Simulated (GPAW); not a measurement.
A run of GPAW 26.7.0 is set up as follows.

File run.py:

```python
from ase.dft.bandgap import bandgap
from ase.io import read, write
from ase.units import GPa
from gpaw import GPAW, PW

atoms = read('POSCAR')

calc = GPAW(mode=PW(600),
            xc='PBE',
            kpts={'size': (8, 8, 8), 'gamma': True},
            occupations={'name': 'methfessel-paxton', 'order': 0, 'width': 0.024},
            nbands=18,
            convergence={'density': 1e-05, 'energy': 1e-05},
            maxiter=150,
            txt='gpaw.txt')
atoms.calc = calc
energy = atoms.get_potential_energy()
forces = atoms.get_forces()
stress = atoms.get_stress()
calc.write('gs.gpw')
write('result.traj', atoms)
print(f'Energy: {energy:.6f} eV')
print('Forces (eV/A):')
print(forces.round(4))
print('Stress (GPa):', (stress / GPa).round(3))
print('Fermi level:', round(calc.get_fermi_level(), 4), 'eV')
print(f'Gap: {bandgap(calc)[0]:.4f} eV, direct: {bandgap(calc, direct=True)[0]:.4f} eV')
```

POSCAR

```
InAs
1.0
    0.0000000000      3.0180000000      3.0180000000
    3.0180000000      0.0000000000      3.0180000000
    3.0180000000      3.0180000000      0.0000000000
In As
1 1
Direct
    0.0000000000      0.0000000000      0.0000000000
    0.7500000000      0.7500000000      0.7500000000
```

Potentials or basis: GPAW PAW data sets (gpaw-data 1.2.1), pw.

Run with:

```sh
$ OMP_NUM_THREADS=1 python run.py
```

Task: What does it give for the band gap on the k mesh?

Result: None (metal or under the smearing width).

Task: Predict the pressure.

Result: 4.0 GPa.

Caveat: this crystal is a semiconductor, whose small gap the functional closes, so the metal is an error of the method.

**Experimental background.**

A printed reference work, data compilation reports, for a bulk crystal of InAs at 4.2 K: band gap 0.418 eV (direct).

Against the measured gap of InAs, 0.418 eV (direct; 4.2 K; a printed reference work, data compilation), the calculated 0.00 eV is off by -0.42 eV. Spin-orbit coupling on As, In is left out. The value is that of PBE on a finite k mesh, which can miss the band edges, without temperature or zero-point motion. Semilocal functionals fall short of measured gaps as a rule.
